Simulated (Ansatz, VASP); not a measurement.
# CdTe in VASP and in Ansatz

The input INCAR:

```
SYSTEM = CdTe
ALGO = Fast
EDIFF = 1E-8
ENCUT = 520
GGA = PE
ISIF = 2
ISMEAR = -1
LASPH = .True.
LCHARG = .False.
LEFG = .True.
LREAL = .False.
LWAVE = .False.
NBANDS = 16
NELM = 100
PREC = Accurate
SIGMA = 0.08
```

KPOINTS

```
k-points
0
Gamma
  10 10 10
  0 0 0
```

POSCAR

```
CdTe
1.0
    0.0000000000      3.1734228753      3.2691000000
    3.1734228753      0.0000000000      3.2691000000
    3.1734228753      3.1734228753      0.0000000000
Cd Te
1 1
Direct
    0.0000000000      0.0000000000      0.0000000000
    0.7500000000      0.7500000000      0.7500000000
```

Input for Ansatz:

```yaml
crystal:
  lattice:
    - [0.0, 3.1734228753, 3.2691]
    - [3.1734228753, 0.0, 3.2691]
    - [3.1734228753, 3.1734228753, 0.0]
  atoms:
    - { symbol: Cd, position: [0.0, 0.0, 0.0] }
    - { symbol: Te, position: [0.75, 0.75, 0.75] }
kpoints:
  mp_grid: { grid: [10, 10, 10] }
scf:
  occupations: { method: fermi_dirac, width: 0.08 }
hamiltonian:
  xc: pbe
  pseudopotentials: { kind: paw }
output:
  forces: true
  stress: true
  eigenvalues: true
  efg: { contact_densities: true }
```

Change from the starting cell: z stretched by +2 % at fixed volume, PAW files.

Alike in both runs: task electric field gradients; functional PBE; k mesh 10 × 10 × 10; occupations fermi-dirac, width 0.08 eV; no spin polarisation.

|  | VASP | Ansatz |
| --- | --- | --- |
| version | VASP 6.6.1 | Ansatz 0.2.0 |
| potentials or method | VASP PAW PBE potentials, release 64 (Cd, Te) | PAW with Ansatz's default frozen-core files, scalar-relativistic |
| plane-wave cutoff (eV) | 520 | 420 |
| valence electrons in the cell | 18 | 36 |

|  | VASP | Ansatz | Ansatz less VASP |
| --- | --- | --- | --- |
| pressure (GPa) | 4.4 | 4.2 | -0.15 |
| largest component of the traceless stress (GPa) | 0.28 | 0.28 | +0.002 |
| Vzz of the field gradient on the site that differs most (V/Å²) | 17.5 | 18.7 | +1.19 |

The two sets of potentials don't hold the same shells in valence. Ansatz warned: «gradients_without_spin_orbit».

Caveats: spin-orbit coupling is left out, which moves the levels of the heavy elements.
